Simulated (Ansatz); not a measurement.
**CoSi: the order of phases at one pressure**

Aim: bring CoSi in several structures (rocksalt, CsCl, WC, NiAs, zincblende) to one pressure and rank them by enthalpy. The pressure is set by scaling the first phase. Methods of the runs shown: PAW.

Program: Ansatz 0.2.0. Level of theory: DFT, PBE, PAW with Ansatz's default frozen-core files, scalar-relativistic. These are calculated values, not measurements.

## Step 1: The structure to begin with

It takes space group Fm-3m (No. 225, cubic). Conventional cell: a = 4.585 Å, b = 4.585 Å, c = 4.585 Å, α = 90.00°, β = 90.00°, γ = 90.00°. Co (site symmetry m-3m) is surrounded by 6 Si at 2.29 Å. Around Si (site symmetry m-3m) lie 6 Co at 2.29 Å.

As a file:

```
CELL_PARAMETERS angstrom
0.00000 2.29239 2.29239
2.29239 0.00000 2.29239
2.29239 2.29239 0.00000
ATOMIC_POSITIONS crystal
Co 0.00000 0.00000 0.00000
Si 0.50000 0.50000 0.50000
```

Atoms are numbered in the order of the input: Co1, Si2.

## Step 2: Cell relaxed at zero pressure, PAW

File input.yaml:

```yaml
crystal:
  lattice:
    - [0.0, 2.2923918786, 2.2923918786]
    - [2.2923918786, 0.0, 2.2923918786]
    - [2.2923918786, 2.2923918786, 0.0]
  atoms:
    - { symbol: Co, position: [0.0, 0.0, 0.0] }
    - { symbol: Si, position: [0.5, 0.5, 0.5] }
kpoints:
  mp_grid: { grid: [15, 15, 15] }
scf:
  occupations: { method: fermi_dirac, width: 0.1 }
hamiltonian:
  xc: pbe
  pseudopotentials: { kind: paw }
output:
  forces: true
  stress: true
relax:
  f_tol: 0.005
  max_steps: 40
  cell: {}
```

Started as:

```sh
> ansatz run input.yaml --threads 1 --pin off --max-ram 3584MiB --backend cpu --events-out ev --progress --plain --runs-dir out
```

Further steps of the session: Volume scaled by 0.86, to set the pressure, PAW; Rocksalt relaxed under pressure, PAW; CsCl relaxed under pressure, PAW; WC relaxed under pressure, PAW; NiAs relaxed under pressure, PAW; Zincblende relaxed under pressure, PAW.

What does the calculation give? Wanted: pressure; lowest.

The runs gave:

| quantity | value |
| --- | --- |
| pressure | 34 GPa |
| lowest (PAW) | CsCl, 121.0 meV/atom under WC |

**Reading.** By PAW the order is CsCl < WC < NiAs < rocksalt < zincblende. Only these structures were tried, with electrons smeared by 0.1 eV and without vibrations, so the true ground state may be another. The k meshes differ between phases and weren't tested, which can move differences by some meV. Spin polarisation is left out here, though a magnetic state may lie well lower.
